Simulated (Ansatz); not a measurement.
Crystal: EuS.

```xyz
2
Lattice="0.0000 2.9785 2.9785 2.9785 0.0000 2.9785 2.9785 2.9785 0.0000" Properties=species:S:1:pos:R:3 pbc="T T T"
Eu    0.0000    0.0000    0.0000
S     2.9785    2.9785    2.9785
```

- Program: Ansatz 0.2.0
- Task: relaxation of cell and atoms
- Functional: revPBE
- Dispersion: D3(BJ)
- Potentials or basis: Ansatz PAW
- Cutoff: 420 eV (not typed: the program's choice for these potentials)
- k mesh: 8 × 8 × 8
- Occupations: fermi-dirac, width 0.05 eV
- Spin: collinear spin, ferromagnetic start
- Starting moments: [7.0, 0.0] μB

At the start: volume 26.42 Å³/atom.

Question: Where does the relaxation end?

Answer: It ends after 5 steps and the volume is 23.75 Å³/atom (-10.1 %); space group Fm-3m (No. 225, to 0.05 Å); moment 6.96 μB per cell.

The path:
```tsv
step	energy change (eV)	largest force (eV/Å)	volume (Å³)
1	0.0000	0.0000	52.85
2	-0.0838	0.0000	46.26
3	-0.0889	0.0000	47.74
4	-0.0892	0.0000	47.50
5	-0.0874	0.0000	47.50
```

Final structure:
```
Eu S
1.0
     0.00000    2.87453    2.87453
     2.87453    0.00000    2.87453
     2.87453    2.87453    0.00000
Eu S
1 1
Direct
  0.00000 0.00000 0.00000
  0.50000 0.50000 0.50000
```

Caveat: the plane-wave basis is chosen anew once the cell has moved, so the energies of steps on either side of that aren't comparable; the volume moved by -10 % from the deposited cell, more than functionals usually miss; a cell with one magnetic atom can't hold antiferromagnetic order, which such compounds often take; without U or exact exchange the open f shell lies at the Fermi level, which spoils levels, moments and volumes; the PAW data sets come from PBE, with cores solved anew for the run's functional, which leaves a small shift of forces and pressure.
